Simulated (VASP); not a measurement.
KBr in VASP 6.6.1, single-point calculation

INCAR

```
NBANDS = 15
SIGMA = 0.02
EDIFF = 1E-7
GGA = PE
ISMEAR = -1
LCHARG = .FALSE.
LWAVE = .FALSE.
NELM = 88
PREC = Accurate
MAGMOM = 2 -2
ISPIN = 2
NSW = 0
LREAL = .FALSE.
IBRION = -1
ISIF = 2
LASPH = .TRUE.
ENCUT = 520
NELMDL = -8
```

KPOINTS

```
KPOINTS created by Atomic Simulation Environment
0
Gamma
6 6 6
0 0 0
```

POSCAR

```
K  Br
 1.0000000000000000
     0.0000000000000000    3.8358312660000000    3.8358312660000000
     3.8358312660000000    0.0000000000000000    3.8358312660000000
     3.8358312660000000    3.8358312660000000    0.0000000000000000
 K   Br
   1   1
Cartesian
  0.0000000000000000  0.0000000000000000  0.0000000000000000
  1.9179156330000000  1.9179156330000000  1.9179156330000000
```

The recommended PBE PAW datasets give the neutral cell 16 valence electrons.

Command

```
mpirun -np 1 vasp_std
```

Question: Predict the outcome of this run.

Answer: It converged. Results: pressure -0.7 GPa; magnetic moment of the cell 0.00 μB.

OSZICAR

```
N       E                     dE             d eps       ncg     rms          rms(c)
DAV:   1     0.100625315931E+03    0.10063E+03   -0.62332E+03   960   0.874E+02
DAV:   2     0.367185179712E+01   -0.96953E+02   -0.89444E+02  1242   0.206E+02
DAV:   3    -0.445380664197E+01   -0.81257E+01   -0.80854E+01  1310   0.536E+01
DAV:   4    -0.482863933159E+01   -0.37483E+00   -0.37472E+00  1656   0.100E+01
DAV:   5    -0.483007048514E+01   -0.14312E-02   -0.14311E-02  1310   0.692E-01
DAV:   6    -0.483010652174E+01   -0.36037E-04   -0.36036E-04  1368   0.710E-02
DAV:   7    -0.483010708893E+01   -0.56719E-06   -0.56727E-06  1452   0.108E-02
DAV:   8    -0.483010709687E+01   -0.79358E-08   -0.78945E-08  1208   0.131E-03    0.105E+01
DAV:   9    -0.584569395529E+01   -0.10156E+01   -0.13553E+00  1142   0.738E+00    0.386E+00
DAV:  10    -0.599071069816E+01   -0.14502E+00   -0.35494E-01  1149   0.390E+00    0.224E+00
DAV:  11    -0.599242863607E+01   -0.17179E-02   -0.27175E-02  1199   0.950E-01    0.107E+00
DAV:  12    -0.600428318480E+01   -0.11855E-01   -0.21416E-02  1121   0.911E-01    0.369E-01
DAV:  13    -0.601295418499E+01   -0.86710E-02   -0.60935E-03  1074   0.545E-01    0.172E-01
DAV:  14    -0.601518900514E+01   -0.22348E-02   -0.98838E-04  1094   0.225E-01    0.109E-01
DAV:  15    -0.601593034441E+01   -0.74134E-03   -0.24970E-04  1023   0.105E-01    0.610E-02
DAV:  16    -0.601636552088E+01   -0.43518E-03   -0.34555E-04   967   0.111E-01    0.842E-03
DAV:  17    -0.601637024378E+01   -0.47229E-05   -0.38405E-05  1072   0.425E-02    0.574E-03
DAV:  18    -0.601638185133E+01   -0.11608E-04   -0.30823E-05   974   0.425E-02    0.300E-03
DAV:  19    -0.601637715018E+01    0.47011E-05   -0.26727E-05   988   0.380E-02    0.105E-03
DAV:  20    -0.601637535027E+01    0.17999E-05   -0.64116E-06   995   0.164E-02    0.256E-04
DAV:  21    -0.601637522793E+01    0.12234E-06   -0.15400E-06  1023   0.778E-03    0.193E-04
DAV:  22    -0.601637517033E+01    0.57595E-07   -0.88684E-07  1023   0.593E-03
   1 F= -.60163752E+01 E0= -.60163752E+01  d E =-.920557E-13  mag=     0.0000
```

For comparison, a separate PBE run of the intended cell, on usual settings and not on those above, gives a gap of 4.08 eV on its mesh and a pressure of -0.7 GPa.
